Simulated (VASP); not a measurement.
# KBr (Pm-3m) in VASP: further runs

The runs below take KBr through single point, with PBE.

Program: VASP 6.6.1. These are calculated values, not measurements. Logs are shortened: lines on timing, memory, paths and dates and some standing lists are left out, and cuts for length are marked.

**1. Starting point**

The structure is cubic, space group Pm-3m (No. 221). The conventional cell has a = 4.043 Å, b = 4.043 Å, c = 4.043 Å, α = 90.00°, β = 90.00°, γ = 90.00°. Around Br (site symmetry m-3m) lie 8 K at 3.50 Å. K (site symmetry m-3m) is surrounded by 8 Br at 3.50 Å.

Measurements of this composition are mostly on another form, of space group No. 225.

**2. Single point, PBE**

Input file INCAR:

```
  PREC = Accurate
  ENCUT = 400
  EDIFF = 1E-6
  ISMEAR = 0
  SIGMA = 0.05
  LREAL = False
  LASPH = True
  NELM = 100
  ALGO = Normal
  ISIF = 2
  LWAVE = False
  LCHARG = False
  GGA = PE
  NBANDS = 14
  ADDGRID = False
```

Input file KPOINTS:

```
Automatic mesh
0
Gamma
  5 5 5
```

Input file POSCAR:

```
KBr
1.0
    4.0434990000      0.0000000000      0.0000000000
    0.0000000000      4.0434990000      0.0000000000
    0.0000000000      0.0000000000      4.0434990000
Br K
1 1
Direct
    0.5000000000      0.5000000000      0.5000000000
    0.0000000000      0.0000000000      0.0000000000
```

Potentials or basis: VASP PAW PBE potentials, release 64 (Br, K_pv).

The run is started by

```
$ cat potpaw_PBE.64/Br/POTCAR potpaw_PBE.64/K_pv/POTCAR > POTCAR
$ mpirun -np 1 vasp_std > vasp.out
```

OUTCAR:

```text
PREC = Accurate
   ENCUT = 400
   EDIFF = 1E-6
   ISMEAR = 0
   LREAL = False
   LASPH = True
   NELM = 100
   ISIF = 2
   GGA = PE

 Found     10 irreducible k-points:

 Following reciprocal coordinates:
            Coordinates               Weight
  0.000000  0.000000  0.000000      1.000000
  0.200000  0.000000  0.000000      6.000000
  0.400000  0.000000  0.000000      6.000000
  0.200000  0.200000  0.000000     12.000000
  0.400000  0.200000  0.000000     24.000000
  0.400000  0.400000  0.000000     12.000000
   k-points           NKPTS =     10   k-points in BZ     NKDIM =     10   number of bands    NBANDS=     14
   number of dos      NEDOS =    301   number of ions     NIONS =      2
   total plane-waves  NPLWV =  21952
   dimension x,y,z NGX =    28 NGY =   28 NGZ =   28
   dimension x,y,z NGXF=    56 NGYF=   56 NGZF=   56
   ions per type =               1   1
   NGX,Y,Z   is equivalent  to a cutoff of  11.51, 11.51, 11.51 a.u.
   NGXF,Y,Z  is equivalent  to a cutoff of  23.02, 23.02, 23.02 a.u.
 SYSTEM =  unknown system
   PREC   = accura    normal or accurate (medium, high low for compatibility)
   ISTART =      0    job   : 0-new  1-cont  2-samecut
   ICHARG =      2    charge: 1-file 2-atom 10-const
   ISPIN  =      1    spin polarized calculation?
   LNONCOLLINEAR =      F non collinear calculations
   LSORBIT =      F    spin-orbit coupling
   LASPH  =      T    aspherical Exc in radial PAW
   ENCUT  =  400.0 eV  29.40 Ry    5.42 a.u.   6.59  6.59  6.59*2*pi/ulx,y,z
   NELM   =    100;   NELMIN=  2; NELMDL= -5     # of ELM steps
   EDIFF  = 0.1E-05   stopping-criterion for ELM
[... 18 lines left out ...]
     AMIX     =   0.40;   BMIX     =  1.00
     AMIX_MAG =   1.60;   BMIX_MAG =  1.00
  volume/ion in A,a.u.               =      33.06       223.07
  Fermi-wavevector in a.u.,A,eV,Ry     =   0.975799  1.843992 12.955234  0.952183
  Thomas-Fermi vector in A             =   2.106367
   LORBIT       =      0    0 simple, 1 ext, 2 COOP (PROOUT), +10 PAW based schemes
   GGA     = PE    functional components
[... 5 lines left out ...]
 non-spin polarized calculation
 Gauss-broadening in eV      SIGMA  =   0.05
  energy-cutoff  :      400.00
  volume of cell :       66.11
 maximum number of plane-waves:      1217
 NGX is ok and might be reduce to    28
   NGX = 13   NGY = 13   NGZ = 13

 number of electron      13.9999998 magnetization

 Free energy of the ion-electron system (eV)
  ---------------------------------------------------
  ext. energy  EPLUGINS =         0.00000000
  ---------------------------------------------------
  free energy    TOTEN  =        -6.04088385 eV

  energy without entropy =       -6.04088385  energy(sigma->0) =       -6.04088385

 E-fermi :  -1.7677     XC(G=0):  -7.7941

 val. band max:       -2.0017154441   @ k =   0.4000   0.4000   0.0000
 cond. band min:       1.8992566863   @ k =   0.0000   0.0000   0.0000
 fundamental gap:      3.9009721304
 Fermi energy:        -1.7676962266

 k-point     1 :       0.0000    0.0000    0.0000
  band No.  band energies     occupation
      1     -14.7398      2.00000
      2     -14.0391      2.00000
      3     -14.0391      2.00000
      4     -14.0391      2.00000
      5      -2.2182      2.00000
      6      -2.2182      2.00000
      7      -2.2182      2.00000
      8       1.8993      0.00000
      9       3.8933      0.00000
     10       3.8933      0.00000
     11       7.8466      0.00000
     12       7.8466      0.00000
     13       7.8466      0.00000
     14      10.5886      0.00000

 k-point     2 :       0.2000    0.0000    0.0000
  band No.  band energies     occupation
      1     -14.8027      2.00000
      2     -14.0325      2.00000
      3     -14.0325      2.00000
      4     -13.9677      2.00000
      5      -2.9351      2.00000
      6      -2.2080      2.00000
      7      -2.2080      2.00000
      8       2.7383      0.00000
      9       4.1978      0.00000
     10       4.6622      0.00000
     11       7.7322      0.00000
     12       7.7322      0.00000
     13       8.0260      0.00000
     14       9.2146      0.00000

 k-point     3 :       0.4000    0.0000    0.0000
  band No.  band energies     occupation
      1     -14.8948      2.00000
      2     -14.0217      2.00000
      3     -14.0217      2.00000
      4     -13.8572      2.00000
      5      -3.7799      2.00000
      6      -2.1923      2.00000
      7      -2.1923      2.00000
      8       4.1624      0.00000
      9       4.9849      0.00000
     10       5.6867      0.00000
     11       7.3744      0.00000
     12       7.7731      0.00000
     13       7.7731      0.00000
     14       8.3818      0.00000

 k-point     4 :       0.2000    0.2000    0.0000
  band No.  band energies     occupation
      1     -14.7952      2.00000
      2     -14.0878      2.00000
      3     -14.0264      2.00000
      4     -13.9194      2.00000
      5      -2.9736      2.00000
      6      -2.6906      2.00000
      7      -2.1754      2.00000
      8       3.3646      0.00000
      9       4.5534      0.00000
     10       5.1437      0.00000
     11       7.1197      0.00000
     12       7.3956      0.00000
     13       8.2844      0.00000
     14       9.0298      0.00000

 k-point     5 :       0.4000    0.2000    0.0000
  band No.  band energies     occupation
      1     -14.8021      2.00000
      2     -14.0850      2.00000
      3     -14.0165      2.00000
      4     -13.9117      2.00000
      5      -3.6134      2.00000
      6      -2.6668      2.00000
      7      -2.1220      2.00000
      8       4.3185      0.00000
      9       4.7418      0.00000
     10       6.0194      0.00000
     11       6.9126      0.00000
     12       7.1969      0.00000
     13       7.4691      0.00000
     14       8.5908      0.00000

 k-point     6 :       0.4000    0.4000    0.0000
  band No.  band energies     occupation
      1     -14.6075      2.00000
      2     -14.1665      2.00000
      3     -14.0634      2.00000
      4     -14.0081      2.00000
      5      -3.3508      2.00000
      6      -3.2596      2.00000
      7      -2.0017      2.00000
      8       3.5763      0.00000
      9       4.6082      0.00000
     10       6.2536      0.00000
     11       6.4717      0.00000
     12       7.5456      0.00000
     13       7.6132      0.00000
     14       9.3549      0.00000

 [... further k-points ...]

------------------------ aborting loop because EDIFF is reached ----------------------------------------

  FORCE on cell =-STRESS in cart. coord.  units (eV):
  Direction    XX          YY          ZZ          XY          YZ          ZX
  --------------------------------------------------------------------------------------
  -------------------------------------------------------------------------------------
  Total        0.0442911      0.0442911      0.0442911     -0.0000000      0.0000000     -0.0000000
  in kB        1.0733837      1.0733837      1.0733837     -0.0000000      0.0000000     -0.0000000
  external PRESSURE =       1.0733837 kB  Pullay stress =       0.0000000 kB

 VOLUME and BASIS-vectors are now :
 -----------------------------------------------------------------------------
  energy-cutoff  :      400.00
  volume of cell :       66.11
      direct lattice vectors                 reciprocal lattice vectors
     4.043499000  0.000000000  0.000000000     0.247310559  0.000000000  0.000000000
     0.000000000  4.043499000  0.000000000     0.000000000  0.247310559  0.000000000
     0.000000000  0.000000000  4.043499000     0.000000000  0.000000000  0.247310559

 POSITION                                       TOTAL-FORCE (eV/Angst)
 -----------------------------------------------------------------------------------
      2.02175      2.02175      2.02175         0.000000      0.000000      0.000000
      0.00000      0.00000      0.00000         0.000000      0.000000      0.000000
 -----------------------------------------------------------------------------------
    total drift:                               -0.000000      0.000000      0.000000

  FREE ENERGIE OF THE ION-ELECTRON SYSTEM (eV)
  ---------------------------------------------------
  free  energy   TOTEN  =        -6.0408838460 eV

  energy  without entropy=       -6.0408838460  energy(sigma->0) =       -6.04088385
```

OSZICAR:

```text
N       E                     dE             d eps       ncg     rms          rms(c)
DAV:   1     0.637233196808E+02    0.63723E+02   -0.51600E+03   288   0.697E+02
DAV:   2    -0.207387705287E+01   -0.65797E+02   -0.62656E+02   340   0.166E+02
DAV:   3    -0.621094726017E+01   -0.41371E+01   -0.41259E+01   358   0.354E+01
DAV:   4    -0.623967188743E+01   -0.28725E-01   -0.28724E-01   310   0.359E+00
DAV:   5    -0.623985774096E+01   -0.18585E-03   -0.18585E-03   376   0.304E-01    0.226E+00
DAV:   6    -0.606421335547E+01    0.17564E+00   -0.20979E-01   322   0.240E+00    0.159E+00
DAV:   7    -0.603769309794E+01    0.26520E-01   -0.99330E-02   340   0.197E+00    0.846E-01
DAV:   8    -0.604070555441E+01   -0.30125E-02   -0.92844E-03   292   0.721E-01    0.136E-01
DAV:   9    -0.604074486583E+01   -0.39311E-04   -0.53442E-04   380   0.157E-01    0.672E-02
DAV:  10    -0.604088418688E+01   -0.13932E-03   -0.19535E-04   280   0.101E-01    0.112E-02
DAV:  11    -0.604088384597E+01    0.34091E-06   -0.93063E-07   338   0.760E-03
   1 F= -.60408838E+01 E0= -.60408838E+01  d E =-.829874E-12
```

It took 4.3 s on 1 thread of Intel Xeon Platinum 8488C (Sapphire Rapids), shared host; peak memory 0.15 GiB.

The run converged, but some of its settings lie outside the range that counts as converged, so its numbers aren't taken as properties of the crystal.

What came out:

```yaml
Free_energy: -6.0409 eV
Pressure: 0.1 GPa
Band_gap_on_the_k_mesh: 3.90 eV, indirect (least direct gap 4.12 eV)
```

Caveat: an odd mesh through Γ misses points on the zone boundary, where band edges often lie.

**3. Single point, PBE**

Changes to INCAR since step 2:

```diff
@@ -1,3 +1,3 @@
   PREC = Accurate
-  ENCUT = 400
+  ENCUT = 700
   EDIFF = 1E-6
```

Input file KPOINTS:

```
Automatic mesh
0
Gamma
  4 4 4
```

POSCAR is that of step 2.

Potentials or basis: VASP PAW PBE potentials, release 64 (Br, K_pv).

The run is started by

```
$ cat potpaw_PBE.64/Br/POTCAR potpaw_PBE.64/K_pv/POTCAR > POTCAR
$ mpirun -np 1 vasp_std > vasp.out
```

Run time: 7.3 s. Hardware: 1 thread of Intel Xeon Platinum 8488C (Sapphire Rapids), shared host; peak memory 0.21 GiB.

These settings aren't checked as converged: the numbers below hold their error.

Results:

```yaml
Free_energy: -6.0376 eV
Pressure: 0.2 GPa
Band_gap_on_the_k_mesh: 3.85 eV, indirect (least direct gap 4.12 eV)
```
